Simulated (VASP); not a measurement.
## AlN: relaxation of cell and atoms with AM05

The system is AlN.

```xyz
4
Lattice="3.1130 0.0000 0.0000 -1.5565 2.6959 0.0000 0.0000 0.0000 4.9810" Properties=species:S:1:pos:R:3 pbc="T T T"
Al    1.5565    0.8986    2.4905
Al    0.0000    1.7973    0.0000
N     1.5565    0.8986    4.3833
N     0.0000    1.7973    1.8928
```

| Quantity | Value |
| --- | --- |
| Program | VASP 6.6.1 |
| Task | relaxation of cell and atoms |
| Functional | AM05 |
| Potentials or basis | VASP PAW PBE potentials, release 64 (Al, N) |
| Cutoff | 600 eV |
| k mesh | 7 × 7 × 5 |
| Occupations | fermi-dirac, width 0.05 eV |
| Spin | no spin polarisation |
| Further INCAR settings | ALGO = Normal; EDIFF = 1e-07; IBRION = 2; EDIFFG = -0.02; NSW = 40; ISIF = 3 |

```yaml
Relaxed_volume: 10.45 Å³/atom
Relaxed_cell: a = 3.112 Å, b = 3.112 Å, c = 4.984 Å, α = 90.00°, β = 90.00°, γ = 120.00°
Space_group_after_relaxing_to_0.05_Å: P6_3mc (No. 186)
Energy_gained_by_relaxing: 0.3 meV/atom
Ionic_steps: 4
Pressure_after_relaxing: 0.0 GPa
Largest_force_after_relaxing: 0.008 eV/Å
Band_gap_on_the_k_mesh: 4.19 eV, direct
```

Forces in eV/Å, atoms in the order of the input:
```
Al   0.000  0.000 -0.008
Al   0.000  0.000 -0.008
N    0.000  0.000  0.008
N    0.000  0.000  0.008
```

Stress tensor (GPa, compression positive):
```
 0.08  0.00  0.00
 0.00  0.08  0.00
 0.00  0.00 -0.19
```

The path:
| step | energy change (eV) | largest force (eV/Å) | pressure (GPa) | volume (Å³) |
| --- | --- | --- | --- | --- |
| 1 | 0.0000 | 0.1348 | 0.06 | 41.80 |
| 2 | -0.0003 | 0.0821 | -0.06 | 41.83 |
| 3 | -0.0012 | 0.0154 | -0.02 | 41.82 |
| 4 | -0.0014 | 0.0076 | -0.01 | 41.81 |

Final structure:
```xyz
4
Lattice="3.1122 0.0000 0.0000 -1.5561 2.6952 0.0000 0.0000 0.0000 4.9844" Properties=species:S:1:pos:R:3 pbc="T T T"
Al    1.5561    0.8984    2.4878
Al    0.0000    1.7968    4.9800
N     1.5561    0.8984    4.3908
N     0.0000    1.7968    1.8986
```

Levels at points of the mesh, in eV from the valence-band top:
| k point | band 6 | band 7 | band 8 | band 9 | band 10 | band 11 |
| --- | --- | --- | --- | --- | --- | --- |
| (0.00, 0.00, 0.00) | -0.22 | -0.22 | 0.00 | 4.19 | 6.62 | 10.52 |

It took 37 s on 1 thread of Intel(R) Xeon(R) Platinum 8375C CPU @ 2.90GHz (Ice Lake), with other jobs on the host, peak memory 0.17 GiB.

Caveat: the PAW data sets were made with another functional, which shifts forces and pressure a little. As with any semilocal functional, this AM05 gap is likely too small.
